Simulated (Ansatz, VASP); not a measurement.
# Hf in VASP and in Ansatz

File INCAR:

```
SYSTEM = Hf
PREC = Accurate ; ENCUT = 520
EDIFF = 1E-7 ; ISMEAR = 0
SIGMA = 0.15 ; LREAL = .FALSE.
LASPH = .TRUE. ; NELM = 100
ALGO = Normal ; ISIF = 2
LWAVE = .FALSE. ; LCHARG = .FALSE.
GGA = PS ; NBANDS = 11
```

KPOINTS

```
regular mesh
0
G
  18 18 18
  0 0 0
```

File POSCAR:

```
Hf
1.0
   -1.7508500000      1.7508500000      1.8050000000
    1.7508500000     -1.7508500000      1.8050000000
    1.7508500000      1.7508500000     -1.8050000000
Hf
1
Direct
    0.0000000000      0.0000000000      0.0000000000
```

Input for Ansatz:

```yaml
crystal:
  lattice:
    - [-1.75085, 1.75085, 1.805]
    - [1.75085, -1.75085, 1.805]
    - [1.75085, 1.75085, -1.805]
  atoms:
    - { symbol: Hf, position: [0.0, 0.0, 0.0] }
basis:
  ecutwfc: 420
kpoints:
  mp_grid: { grid: [18, 18, 18] }
hamiltonian:
  xc: pbesol
scf:
  occupations: { method: gaussian, width: 0.15 }
output:
  forces: true
  stress: true
  eigenvalues: true
```

Change from the starting cell: strain -0.030 along x and y, +0.000 along z, atoms carried along.

Alike in both runs: task single point; functional PBEsol; k mesh 18 × 18 × 18; occupations gaussian, width 0.15 eV; no spin polarisation.

```csv
,VASP,Ansatz
version,VASP 6.6.1,Ansatz 0.2.0
potentials or method,"VASP PAW PBE potentials, release 64 (Hf_pv)","scalar-relativistic, plane waves, PAW"
plane-wave cutoff (eV),520,420
valence electrons in the cell,10,26
```

|  | VASP | Ansatz | Ansatz less VASP |
| --- | --- | --- | --- |
| gap on the k mesh at the Fermi level (eV) | none | none | - |
| pressure (GPa) | -4.2 | -3.9 | +0.28 |
| largest component of the traceless stress (GPa) | 0.79 | 0.76 | -0.032 |

A gap of «none» marks a metal or a gap that the smearing closes. The functional is the same, so the differences come from potentials, cutoffs and numerics. The two sets of potentials don't hold the same shells in valence.

Caveats: the PAW data sets were made with another functional, which shifts forces and pressure a little (VASP). Spin-orbit coupling is left out, which matters for the levels of Hf.
